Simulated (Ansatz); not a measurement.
Runs of Ansatz 0.2.0 on PbO2. The structure is cubic, space group Fm-3m (No. 225). The conventional cell has a = 5.404 Å, b = 5.404 Å, c = 5.404 Å, α = 90.00°, β = 90.00°, γ = 90.00°. Pb (site symmetry m-3m) has 8 O at 2.34 Å as nearest neighbours. Around O (site symmetry -43m) lie 4 Pb at 2.34 Å. The cell comes from a database or a generator and needn't be the stable form of this composition.

```csv
task,level,potentials or basis,spin,cell,k mesh,cutoff (eV),smearing,broadening,other keys,gap on the mesh (eV),pressure (GPa),moment (μB)
electrostatic potential,PBEsol,Ansatz PAW,"collinear, random start",as given,9 × 9 × 9,420,methfessel-paxton 0.1 eV,-,scf.initial_density.chi_scale = 0.1; …,none,-5.9,0.00
single point,rPW86-PBE+D4,Ansatz PAW,"non-collinear, ferromagnetic start, SOC",as given,9 × 9 × 9,420,cold 0.025 eV,-,-,none,2.5,0.00
atomic charges,PBEsol,SSSP precision PAW,off,volume scaled by 0.92,9 × 9 × 9,1020,methfessel-paxton 0.1 eV,-,-,none,8.7,-
optical spectrum,PBE+D4,PseudoDojo standard (PBE files),"SOC, no magnetisation",as given,9 × 9 × 9,1143,fermi-dirac 0.1 eV,0.05 eV,-,none,-,-
single point,BLYP+D3(BJ),PseudoDojo standard (PBE files),"SOC, no magnetisation","atoms moved at random, drawn with an rms of 0.15 Å",9 × 9 × 9,1143,fermi-dirac 0.15 eV,-,-,none,5.4,-
atomic charges,PBE,SSSP precision PAW,off,as given,6 × 6 × 6,1020,methfessel-paxton 0.1 eV,-,scf.mixing.algorithm = anderson; scf.mixing.beta = 0.05; …,none,(a),-
```

**Question.** Estimate the missing entries.

**Answer.** (a) 1.1.

Caveats: pairwise dispersion overbinds metals, which lowers pressure and volume (some runs); the PAW data sets come from PBE, with cores solved anew for the run's functional, which leaves a small shift of forces and pressure (some runs); the starting moments weren't kept (some runs); the thresholds are loose for stress (some runs); spectra need much finer meshes, so this one isn't converged (some runs); independent-particle spectra lack excitons (some runs); the intraband (Drude) part of a metal's response may be missing (some runs).

A k mesh can miss the band edges, and rows without SOC leave out spin-orbit coupling on Pb.

A gap of «none» marks a metal or a gap under the smearing width.
